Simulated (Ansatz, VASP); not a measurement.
# Two plane-wave programs on Fe

The input INCAR:

```
PREC     = Accurate       # precision mode
ENCUT    = 520            # plane-wave cutoff, eV
EDIFF    = 1E-8           # SCF threshold, eV
ISMEAR   = -1             # smearing method
SIGMA    = 0.03           # smearing width, eV
LREAL    = False          # projectors in reciprocal space
LASPH    = True           # aspherical terms in the spheres
NELM     = 150            # most SCF steps
ALGO     = Normal         # electronic algorithm
ISIF     = 2              # what is computed and relaxed
LWAVE    = False          # write WAVECAR
LCHARG   = False          # write CHGCAR
ISPIN    = 2              # spin polarisation
MAGMOM   = 3              # initial moments
LORBIT   = 11             # projections on sites
LMAXMIX  = 4              # l up to which the mixer works
GGA      = PS             # functional
LEFG     = True         
NBANDS   = 14             # bands
```

The input KPOINTS:

```
Automatic mesh
0
Gamma
  17 17 17
```

The input POSCAR:

```
Fe
1.0
    0.0000000000      1.8030728870      1.8030728870
    1.8030728870      0.0000000000      1.8030728870
    1.8030728870      1.8030728870      0.0000000000
Fe
1
Direct
    0.0000000000      0.0000000000      0.0000000000
```

Input for Ansatz:

```yaml
crystal:
  lattice:
    - [0.0, 1.803072887, 1.803072887]
    - [1.803072887, 0.0, 1.803072887]
    - [1.803072887, 1.803072887, 0.0]
  atoms:
    - { symbol: Fe, position: [0.0, 0.0, 0.0], spin: 3.0 }
magnetization:
  spin_polarized: true
kpoints:
  mp_grid: { grid: [17, 17, 17] }
scf:
  occupations: { method: fermi_dirac, width: 0.03 }
hamiltonian:
  xc: pbesol
  pseudopotentials: { kind: paw }
output:
  forces: true
  stress: true
  eigenvalues: true
  efg: { contact_densities: true }
```

Change from the starting cell: functional pbesol, volume scaled by 0.96, PAW files.

Alike in both runs: task electric field gradients; functional PBEsol; k mesh 17 × 17 × 17; occupations fermi-dirac, width 0.03 eV; collinear spin.

```csv
,VASP,Ansatz
version,VASP 6.6.1,Ansatz 0.2.0
potentials or method,"VASP PAW PBE potentials, release 64 (Fe)","PAW with Ansatz's default frozen-core files, scalar-relativistic"
plane-wave cutoff (eV),520,420
valence electrons in the cell,8,16
```

```csv
,VASP,Ansatz,Ansatz less VASP
pressure (GPa),-5.5,-5.6,-0.04
net moment per atom (μB),2.50,2.50,-0.004
size of the moment on the site where the two differ most (μB),2.49,2.53,+0.043
Vzz of the field gradient on the site that differs most (V/Å²),0.0,0.0,0.00
```

Site moments also hang on the region over which each program counts them. The two sets of potentials don't hold the same shells in valence.

Caveats: the PAW data sets were made with another functional, which shifts forces and pressure a little (VASP).
